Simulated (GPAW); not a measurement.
A run of GPAW 26.7.0 is set up as follows.

The input run.py:

```python
from ase.calculators.mixing import SumCalculator
from ase.filters import FrechetCellFilter
from ase.io import write
from ase.optimize import FIRE
from ase.spacegroup import crystal
from dftd4.ase import DFTD4
from gpaw import GPAW, PW

# Mg 1a
# B 2d
atoms = crystal(['Mg', 'B'],
                basis=[[0.0, 0.0, 0.0],
                       [0.6666666667, 0.3333333333, 0.5]],
                spacegroup=191, setting=1,  # P6/mmm
                cellpar=[3.085, 3.085, 3.523, 90.0, 90.0, 120.0],
                primitive_cell=True)

calc = GPAW(mode=PW(800),
            xc='RPBE',
            kpts={'size': (7, 7, 5), 'gamma': True},
            occupations={'name': 'fermi-dirac', 'width': 0.05},
            nbands=17,
            convergence={'density': 1e-05, 'energy': 1e-05},
            maxiter=150,
            txt='gpaw.txt')
atoms.calc = SumCalculator([calc, DFTD4(method='rpbe')])
opt = FIRE(FrechetCellFilter(atoms), trajectory='relax.traj', logfile='-')
done = opt.run(fmax=0.05, steps=60)
calc.write('gs.gpw')
write('result.traj', atoms)
print('Converged:', done)
print('Cell:', atoms.cell.cellpar().round(4))
print('Volume:', round(atoms.get_volume(), 4))
print(atoms.get_scaled_positions().round(5))
```

Potentials or basis: the program's PAW data sets (release 1.2.1) made for this functional, pw.

Command:

```sh
$ OMP_NUM_THREADS=1 python run.py
```

Predict the relaxed volume.

9.23 Å³/atom.

What does it give for the band gap on the k mesh?

None (metal or under the smearing width).

What does it give for the relaxed cell?

a = 3.049 Å, b = 3.049 Å, c = 3.440 Å, α = 90.00°, β = 90.00°, γ = 120.00°.

Estimate the dispersion energy per atom.

-0.494 eV.

Stress tensor (GPa, compression positive):
```
 0.03  0.00  0.00
 0.00  0.03  0.00
 0.00  0.00 -0.83
```

Caveat: later steps reuse the first step's grids; pairwise dispersion overbinds metals, which lowers pressure and volume.
